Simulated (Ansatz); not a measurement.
**Ruthenium, fcc under RPBE: structure, energy and stiffness**

The plan for ruthenium in the fcc structure: relax it, solve it on a dense k-mesh, then scale the cell to 7 volumes from 88 to 112 % of the relaxed one and try a fit of the equation of state. Spin polarisation is left out. The k-meshes are 14×14×14 for the relaxation; 23×23×23 for the dense run; 16×16×16 for the volumes.

This is Ru in the fcc structure; at room conditions it is hcp.

Computed with Ansatz 0.2.0 (DFT RPBE, plane waves (420 eV) with PAW, scalar-relativistic; PAW files made under PBE, frozen cores solved again for the functional, unless a step says otherwise).

## Step 1: The starting structure

Symmetry: Fm-3m, No. 225, cubic system. Conventional cell: a = 3.785 Å, b = 3.785 Å, c = 3.785 Å, α = 90.00°, β = 90.00°, γ = 90.00°. Around Ru (site symmetry m-3m) lie 12 Ru at 2.68 Å.

As a file:

```cif
data_structure
_symmetry_space_group_name_H-M 'P 1'
_symmetry_Int_Tables_number 1
_cell_length_a 2.6763
_cell_length_b 2.6763
_cell_length_c 2.6763
_cell_angle_alpha 60.000
_cell_angle_beta 60.000
_cell_angle_gamma 60.000
_cell_volume 13.55
loop_
_atom_site_label
_atom_site_type_symbol
_atom_site_fract_x
_atom_site_fract_y
_atom_site_fract_z
_atom_site_occupancy
Ru1 Ru 0.00000 0.00000 0.00000 1
```

## Step 2: Relaxation of the cell

Contents of input.yaml:

```yaml
crystal:
  lattice:
    - [0.0, 1.8924348942, 1.8924348942]
    - [1.8924348942, 0.0, 1.8924348942]
    - [1.8924348942, 1.8924348942, 0.0]
  atoms:
    - { symbol: Ru, position: [0.0, 0.0, 0.0] }
hamiltonian:
  xc: rpbe
  pseudopotentials:
    kind: paw
    azcp:
      Ru: "pseudopotentials/Ru.paw.azcp"
basis:
  ecutwfc: 420
  fft_grid_basis: typed
kpoints:
  mp_grid: { grid: [14, 14, 14], shift: [0, 0, 0] }
magnetization:
  spin_polarized: false
scf:
  occupations: { method: fermi_dirac, width: 0.1 }
relax:
  max_steps: 60
  f_tol: 0.01
  cell: {}
```

The runs that follow: Single point on a dense mesh; Equation of state: 88 %; Equation of state: 92 %; Equation of state: 96 %; Equation of state: 100 %; Equation of state: 104 %; Equation of state: 108 %; Equation of state: 112 %.

What does the calculation give? Wanted: space group; conventional cell; volume; shortest distance; gap on the mesh; relative to hcp; V₀, B₀, B₀′.

**Answer**, as computed:

```
                      quantity                         value
space group (spins left aside)               Fm-3m (No. 225)
             conventional cell                   a = 3.831 Å
                        volume                14.055 Å³/atom
             shortest distance                       2.709 Å
               gap on the mesh  none (levels filled in part)
               relative to hcp                 +113 meV/atom
                   V₀, B₀, B₀′  14.034 Å³/atom, 289 GPa, 4.9
```

The relaxation enlarged the cell by 3.7 % in volume. Against the reference form of ruthenium (hcp, computed apart with the same settings) it stands 113 meV/atom higher. Levels at the Fermi energy are filled in part, as in a metal. B₀ comes out at 289 GPa, among the stiffest elements. The symmetry was held, so the structure may be unstable against distortions that break it.
